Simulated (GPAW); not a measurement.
# Mo (Im-3m) in GPAW: further runs

One crystal, Mo, is run at these levels: PBE; tasks: relaxation of cell and atoms.

All numbers are computed with GPAW 26.7.0; they aren't measurements. Logs are shortened: lines on timing, memory, paths and dates and some standing lists are left out, and cuts for length are marked. The log counts tension as positive stress, the text compression.

## 1. The crystal as given

The structure is cubic, space group Im-3m (No. 229). The conventional cell has a = 3.168 Å, b = 3.168 Å, c = 3.168 Å, α = 90.00°, β = 90.00°, γ = 90.00°. Around Mo (site symmetry m-3m) lie 8 Mo at 2.74 Å.

## 2. Relaxation of cell and atoms, PBE, target pressure 10 GPa, at which the enthalpy is minimised

run.py reads:

```python
from ase.filters import FrechetCellFilter
from ase.io import read, write
from ase.optimize import BFGS
from ase.units import GPa
from gpaw import GPAW, PW

atoms = read('POSCAR')

calc = GPAW(mode=PW(600),
            xc='PBE',
            kpts={'size': (12, 12, 12), 'gamma': True},
            occupations={'name': 'fermi-dirac', 'width': 0.05},
            nbands=16,
            convergence={'density': 1e-05, 'forces': 0.0001},
            maxiter=150,
            txt='gpaw.txt')
atoms.calc = calc
opt = BFGS(FrechetCellFilter(atoms, scalar_pressure=10 * GPa), trajectory='relax.traj', logfile='-')
done = opt.run(fmax=0.02, steps=60)
calc.write('gs.gpw')
write('result.traj', atoms)
print('Converged:', done)
print('Cell:', atoms.cell.cellpar().round(4))
print('Volume:', round(atoms.get_volume(), 4))
print(atoms.get_scaled_positions().round(5))
```

POSCAR reads:

```
Mo
1.0
   -1.5838089719      1.5838089719      1.5838089719
    1.5838089719     -1.5838089719      1.5838089719
    1.5838089719      1.5838089719     -1.5838089719
Mo
1
Direct
    0.0000000000      0.0000000000      0.0000000000
```

Potentials or basis: GPAW PAW data sets (gpaw-data 1.2.1), pw.

The run is started by

```sh
> OMP_NUM_THREADS=1 python run.py
```

gpaw.txt:

```text
__  _  _
 | _ |_)|_||  |
 |__||  | ||/\| - 26.7.0

Input parameters:
  mode=PW(ecut=600.0),
  convergence={'density': 1e-05, 'forces': 0.0001},
  kpts=MonkhorstPack(size=(12, 12, 12), gamma=True),
  maxiter=150,
  nbands=16,
  occupations=Occupations(name='fermi-dirac', width=0.05),
  xc=XC(name='PBE')

Diagonalizing LCAO Hamiltonian
Converting LCAO to pw mode

       Mo

Atoms  # Å, Bohr magnetons
|   | symbol |        x |        y |        z |    initial magnetic moments |
|---|--------|----------|----------|----------|-----------------------------|
| 0 |     Mo | 0.000000 | 0.000000 | 0.000000 | ( 0.0000,  0.0000,  0.0000) |

Unit cell  # Å
| periodic |         x |         y |         z |  lengths |     angles |
|----------|-----------|-----------|-----------|----------|------------|
|      yes | -1.583809 |  1.583809 |  1.583809 | 2.743238 | 109.471221 |
|      yes |  1.583809 | -1.583809 |  1.583809 | 2.743238 | 109.471221 |
|      yes |  1.583809 |  1.583809 | -1.583809 | 2.743238 | 109.471221 |

Number of symmetries: 48
Symmetry operations  # r_c * U_cc + t_c -> r_c
|    | kind |            matrix            |
|----|------|------------------------------|
|  0 |  σ   |  1, 1, 1,  0, 0,-1,  0,-1, 0 |
|  1 |  C4  |  1, 1, 1,  0, 0,-1, -1, 0, 0 |
|  2 |  C2  |  1, 1, 1,  0,-1, 0,  0, 0,-1 |
|  3 |  S6  |  1, 1, 1,  0,-1, 0, -1, 0, 0 |
|  4 |  S6  |  1, 1, 1, -1, 0, 0,  0, 0,-1 |
|  5 |  C4  |  1, 1, 1, -1, 0, 0,  0,-1, 0 |
|  6 |  E   |  1, 0, 0,  0, 1, 0,  0, 0, 1 |
|  7 |  σ   |  1, 0, 0,  0, 1, 0, -1,-1,-1 |
|  8 |  σ   |  1, 0, 0,  0, 0, 1,  0, 1, 0 |
|  9 |  C3  |  1, 0, 0,  0, 0, 1, -1,-1,-1 |
| 10 |  C3  |  1, 0, 0, -1,-1,-1,  0, 1, 0 |
| 11 |  σ   |  1, 0, 0, -1,-1,-1,  0, 0, 1 |
| 12 |  σ   |  0, 1, 0,  1, 0, 0,  0, 0, 1 |
| 13 |  C2  |  0, 1, 0,  1, 0, 0, -1,-1,-1 |
| 14 |  C3  |  0, 1, 0,  0, 0, 1,  1, 0, 0 |
| 15 |  S4  |  0, 1, 0,  0, 0, 1, -1,-1,-1 |
| 16 |  S4  |  0, 1, 0, -1,-1,-1,  1, 0, 0 |
[... 192 lines left out ...]
No gap
No difference between direct/indirect transitions

Stress tensor  # eV/Ang^3
|         x |         y |         z |
|-----------|-----------|-----------|
|  0.013867 | -0.000000 | -0.000000 |
| -0.000000 |  0.013867 | -0.000000 |
| -0.000000 | -0.000000 |  0.013867 |

Forces  # eV/Ang
|       x |       y |        z |
|---------|---------|----------|
| 0.00000 | 0.00000 | -0.00000 |  # Mo   0

Interpolating wave functions to new cell

       Mo

Atoms  # Å, Bohr magnetons
|   | symbol |        x |        y |         z |    initial magnetic moments |
|---|--------|----------|----------|-----------|-----------------------------|
| 0 |     Mo | 0.000000 | 0.000000 | -0.000000 | ( 0.0000,  0.0000,  0.0000) |

Unit cell  # Å
| periodic |         x |         y |         z |  lengths |     angles |
|----------|-----------|-----------|-----------|----------|------------|
|      yes | -1.556617 |  1.556617 |  1.556617 | 2.696140 | 109.471221 |
|      yes |  1.556617 | -1.556617 |  1.556617 | 2.696140 | 109.471221 |
|      yes |  1.556617 |  1.556617 | -1.556617 | 2.696140 | 109.471221 |

Number of symmetries: 48
Symmetry operations  # r_c * U_cc + t_c -> r_c
|    | kind |            matrix            |
|----|------|------------------------------|
|  0 |  σ   |  1, 1, 1,  0, 0,-1,  0,-1, 0 |
|  1 |  C4  |  1, 1, 1,  0, 0,-1, -1, 0, 0 |
|  2 |  C2  |  1, 1, 1,  0,-1, 0,  0, 0,-1 |
|  3 |  S6  |  1, 1, 1,  0,-1, 0, -1, 0, 0 |
|  4 |  S6  |  1, 1, 1, -1, 0, 0,  0, 0,-1 |
|  5 |  C4  |  1, 1, 1, -1, 0, 0,  0,-1, 0 |
|  6 |  E   |  1, 0, 0,  0, 1, 0,  0, 0, 1 |
|  7 |  σ   |  1, 0, 0,  0, 1, 0, -1,-1,-1 |
|  8 |  σ   |  1, 0, 0,  0, 0, 1,  0, 1, 0 |
|  9 |  C3  |  1, 0, 0,  0, 0, 1, -1,-1,-1 |
| 10 |  C3  |  1, 0, 0, -1,-1,-1,  0, 1, 0 |
| 11 |  σ   |  1, 0, 0, -1,-1,-1,  0, 0, 1 |
| 12 |  σ   |  0, 1, 0,  1, 0, 0,  0, 0, 1 |
| 13 |  C2  |  0, 1, 0,  1, 0, 0, -1,-1,-1 |
| 14 |  C3  |  0, 1, 0,  0, 0, 1,  1, 0, 0 |
| 15 |  S4  |  0, 1, 0,  0, 0, 1, -1,-1,-1 |
| 16 |  S4  |  0, 1, 0, -1,-1,-1,  1, 0, 0 |
[... 133 lines left out ...]
convergence criteria:
- Maximum integral of absolute [dens]ity change: 1e-05 electrons / valence electron
- Maximum change in the atomic [forces] across last 2 cycles: 0.0001 eV/Ang OR
Maximum error relative to the maximum force is below inf
- Maximum [total energy] change in last 3 cyles: 0.0005 eV / valence electron
- Maximum integral of absolute [eigenst]ate change: 4e-08 eV^2 / valence electron
maximum number of iterations: 150

SCF iterations
|iter     | |      energy | eigst |  dens |force |
|---------|-|-------------|-------|-------|------|
|iter:   1| |  -11.341915 | -0.63 |       |      |
|iter:   2| |  -11.322036 | -3.30 | -1.54 |      |
|iter:   3| |  -11.246056 | -2.59 | -1.58 |      |
|iter:   4| |  -11.250248 | -4.23 | -2.56 |      |
|iter:   5| |  -11.252401c| -4.67 | -2.72 |      |
|iter:   6| |  -11.252405c| -6.79 | -3.95 |      |
|iter:   7| |  -11.252405c| -7.89c| -4.26 |      |
|iter:   8| |  -11.252405c| -9.35c| -5.57c|      |
|iter:   9| |  -11.252405c| -9.81c| -5.97c|-24.72c|

Converged in 9 steps
Energy contributions relative to reference atoms: (reference = -110134.072632)

Energy contributions:
  Kinetic:          -8.747174
  Coulomb:           3.958936
  Zero:             -0.269216
  External:          0.000000
  Xc:               -6.193849
  Entropy:          -0.002204
  Spinorbit:         0.000000
  ----------------------------
  Free energy:     -11.253507
  Extrapolated:    -11.252405

dipole moment: (-5.821021, -5.821021, -5.821021)  # |e|*Ang
[... 22 lines left out ...]
No gap
No difference between direct/indirect transitions

Stress tensor  # eV/Ang^3
|         x |         y |         z |
|-----------|-----------|-----------|
| -0.076915 |  0.000000 | -0.000000 |
|  0.000000 | -0.076915 |  0.000000 |
| -0.000000 |  0.000000 | -0.076915 |

Forces  # eV/Ang
|       x |       y |       z |
|---------|---------|---------|
| 0.00000 | 0.00000 | 0.00000 |  # Mo   0

Interpolating wave functions to new cell

       Mo

Atoms  # Å, Bohr magnetons
|   | symbol |        x |         y |        z |    initial magnetic moments |
|---|--------|----------|-----------|----------|-----------------------------|
| 0 |     Mo | 0.000000 | -0.000000 | 0.000000 | ( 0.0000,  0.0000,  0.0000) |

Unit cell  # Å
| periodic |         x |         y |         z |  lengths |     angles |
|----------|-----------|-----------|-----------|----------|------------|
|      yes | -1.560743 |  1.560743 |  1.560743 | 2.703287 | 109.471221 |
|      yes |  1.560743 | -1.560743 |  1.560743 | 2.703287 | 109.471221 |
|      yes |  1.560743 |  1.560743 | -1.560743 | 2.703287 | 109.471221 |

Number of symmetries: 48
Symmetry operations  # r_c * U_cc + t_c -> r_c
|    | kind |            matrix            |
|----|------|------------------------------|
|  0 |  σ   |  1, 1, 1,  0, 0,-1,  0,-1, 0 |
|  1 |  C4  |  1, 1, 1,  0, 0,-1, -1, 0, 0 |
|  2 |  C2  |  1, 1, 1,  0,-1, 0,  0, 0,-1 |
|  3 |  S6  |  1, 1, 1,  0,-1, 0, -1, 0, 0 |
|  4 |  S6  |  1, 1, 1, -1, 0, 0,  0, 0,-1 |
|  5 |  C4  |  1, 1, 1, -1, 0, 0,  0,-1, 0 |
|  6 |  E   |  1, 0, 0,  0, 1, 0,  0, 0, 1 |
|  7 |  σ   |  1, 0, 0,  0, 1, 0, -1,-1,-1 |
|  8 |  σ   |  1, 0, 0,  0, 0, 1,  0, 1, 0 |
|  9 |  C3  |  1, 0, 0,  0, 0, 1, -1,-1,-1 |
| 10 |  C3  |  1, 0, 0, -1,-1,-1,  0, 1, 0 |
| 11 |  σ   |  1, 0, 0, -1,-1,-1,  0, 0, 1 |
| 12 |  σ   |  0, 1, 0,  1, 0, 0,  0, 0, 1 |
| 13 |  C2  |  0, 1, 0,  1, 0, 0, -1,-1,-1 |
| 14 |  C3  |  0, 1, 0,  0, 0, 1,  1, 0, 0 |
| 15 |  S4  |  0, 1, 0,  0, 0, 1, -1,-1,-1 |
| 16 |  S4  |  0, 1, 0, -1,-1,-1,  1, 0, 0 |
[... 133 lines left out ...]
convergence criteria:
- Maximum integral of absolute [dens]ity change: 1e-05 electrons / valence electron
- Maximum change in the atomic [forces] across last 2 cycles: 0.0001 eV/Ang OR
Maximum error relative to the maximum force is below inf
- Maximum [total energy] change in last 3 cyles: 0.0005 eV / valence electron
- Maximum integral of absolute [eigenst]ate change: 4e-08 eV^2 / valence electron
maximum number of iterations: 150

SCF iterations
|iter     | |      energy | eigst |  dens |force |
|---------|-|-------------|-------|-------|------|
|iter:   1| |  -11.262813 | -2.11 |       |      |
|iter:   2| |  -11.262353 | -4.84 | -2.35 |      |
|iter:   3| |  -11.260626c| -4.26 | -2.40 |      |
|iter:   4| |  -11.260721c| -5.85 | -3.37 |      |
|iter:   5| |  -11.260769c| -6.33 | -3.53 |      |
|iter:   6| |  -11.260769c| -7.49c| -4.67 |      |
|iter:   7| |  -11.260769c| -7.86c| -5.05c|      |
|iter:   8| |  -11.260769c| -9.04c| -6.40c|-24.97c|

Converged in 8 steps
Energy contributions relative to reference atoms: (reference = -110134.072632)

Energy contributions:
  Kinetic:          -9.529198
  Coulomb:           4.579426
  Zero:             -0.266739
  External:          0.000000
  Xc:               -6.043125
  Entropy:          -0.002267
  Spinorbit:         0.000000
  ----------------------------
  Free energy:     -11.261903
  Extrapolated:    -11.260769

dipole moment: (-5.837153, -5.837153, -5.837153)  # |e|*Ang
[... 22 lines left out ...]
No gap
No difference between direct/indirect transitions

Stress tensor  # eV/Ang^3
|         x |         y |         z |
|-----------|-----------|-----------|
| -0.061730 |  0.000000 | -0.000000 |
|  0.000000 | -0.061730 | -0.000000 |
| -0.000000 | -0.000000 | -0.061730 |

Forces  # eV/Ang
|       x |       y |        z |
|---------|---------|----------|
| 0.00000 | 0.00000 | -0.00000 |  # Mo   0

# Writing to gs.gpw (mode='')
```

It took 21 s on 1 thread of Arm Neoverse V2, shared host; peak memory 0.17 GiB.

What came out:

- Free energy: -11.2619 eV
- Relaxed volume: 15.21 Å³/atom
- Relaxed cell: a = 2.703 Å, b = 2.703 Å, c = 2.703 Å, α = 109.47°, β = 109.47°, γ = 109.47°
- Space group after relaxing (to 0.05 Å): Im-3m (No. 229)
- Energy change on relaxing (the enthalpy is what falls): +15.6 meV/atom
- Ionic steps: 3
- Pressure after relaxing: 9.9 GPa
- Band gap on the k mesh: none (metal or under the smearing width)

The path:
```tsv
step	energy change (eV)	largest force (eV/Å)	pressure (GPa)	volume (Å³)
1	0.0000	0.0000	-2.22	15.89
2	0.0240	0.0000	12.32	15.09
3	0.0156	0.0000	9.89	15.21
```

Final structure:
```cif
data_structure
_symmetry_space_group_name_H-M 'P 1'
_symmetry_Int_Tables_number 1
_cell_length_a 2.7033
_cell_length_b 2.7033
_cell_length_c 2.7033
_cell_angle_alpha 109.471
_cell_angle_beta 109.471
_cell_angle_gamma 109.471
_cell_volume 15.21
loop_
_atom_site_label
_atom_site_type_symbol
_atom_site_fract_x
_atom_site_fract_y
_atom_site_fract_z
_atom_site_occupancy
Mo1 Mo 0.00000 0.00000 0.00000 1
```

Levels at points of the mesh, in eV from the Fermi level:
```tsv
k point	band 3	band 4	band 5	band 6	band 7	band 8	band 9	band 10	band 11	band 12
(0.00, 0.00, 0.00)	-34.52	-34.52	-7.20	-1.34	-1.34	-1.34	1.73	1.73	15.25	15.25
(0.50, 0.50, 0.00)	-35.00	-34.54	-5.35	-3.42	1.78	1.78	2.41	4.94	12.09	12.27
(0.50, 0.50, 0.50)	-35.55	-35.55	-5.52	-5.52	4.15	4.15	4.15	9.39	9.39	9.39
```

Caveat: later steps reuse the first step's grids.

## 3. Relaxation of cell and atoms, PBE, target pressure 20 GPa, at which the enthalpy is minimised

run.py: that of step 2 with these lines changed.

```diff
@@ -6,3 +6,3 @@
 
-atoms = read('POSCAR')
+atoms = read('Mo.xyz')
 
@@ -17,3 +17,3 @@
 atoms.calc = calc
-opt = BFGS(FrechetCellFilter(atoms, scalar_pressure=10 * GPa), trajectory='relax.traj', logfile='-')
+opt = BFGS(FrechetCellFilter(atoms, scalar_pressure=20 * GPa), trajectory='relax.traj', logfile='-')
 done = opt.run(fmax=0.02, steps=60)
```

Mo.xyz reads:

```xyz
1
Lattice="-1.5838089719 1.5838089719 1.5838089719 1.5838089719 -1.5838089719 1.5838089719 1.5838089719 1.5838089719 -1.5838089719" Properties=species:S:1:pos:R:3 pbc="T T T"
Mo     0.0000000000      0.0000000000      0.0000000000
```

Potentials or basis: GPAW PAW data sets (gpaw-data 1.2.1), pw.

The run is started by

```sh
> OMP_NUM_THREADS=1 python run.py
```

It took 28 s on 1 thread of Arm Neoverse V2, shared host; peak memory 0.18 GiB.

Results (log left out):

| Property | Result |
| --- | --- |
| Free energy | -11.2182 eV |
| Relaxed volume | 14.74 Å³/atom |
| Relaxed cell | a = 2.675 Å, b = 2.675 Å, c = 2.675 Å, α = 109.47°, β = 109.47°, γ = 109.47° |
| Space group after relaxing (to 0.05 Å) | Im-3m (No. 229) |
| Energy change on relaxing (the enthalpy is what falls) | +59.2 meV/atom |
| Ionic steps | 4 |
| Pressure after relaxing | 20.0 GPa |
| Band gap on the k mesh | none (metal or under the smearing width) |

The path:
```
step  energy change (eV)  largest force (eV/Å)  pressure (GPa)  volume (Å³)
   1              0.0000                0.0000           -2.22        15.89
   2              0.0997                0.0000           26.75        14.46
   3              0.0566                0.0000           19.51        14.76
   4              0.0592                0.0000           19.99        14.74
```

Final structure:
```yaml
crystal:
  lattice:
    - [-1.54448, 1.54448, 1.54448]
    - [1.54448, -1.54448, 1.54448]
    - [1.54448, 1.54448, -1.54448]
  atoms:
    - { symbol: Mo, position: [0.00000, 0.00000, 0.00000] }
```

Levels at points of the mesh, in eV from the Fermi level:
```
           k point  band 5  band 6  band 7  band 8  band 9  band 10
(0.00, 0.00, 0.00)   -7.29   -1.40   -1.40   -1.40    1.78     1.78
(0.50, 0.50, 0.00)   -5.55   -3.57    1.86    1.92    2.52     5.18
(0.50, 0.50, 0.50)   -5.77   -5.77    4.34    4.34    4.34     9.66
```

Caveat: later steps reuse the first step's grids.
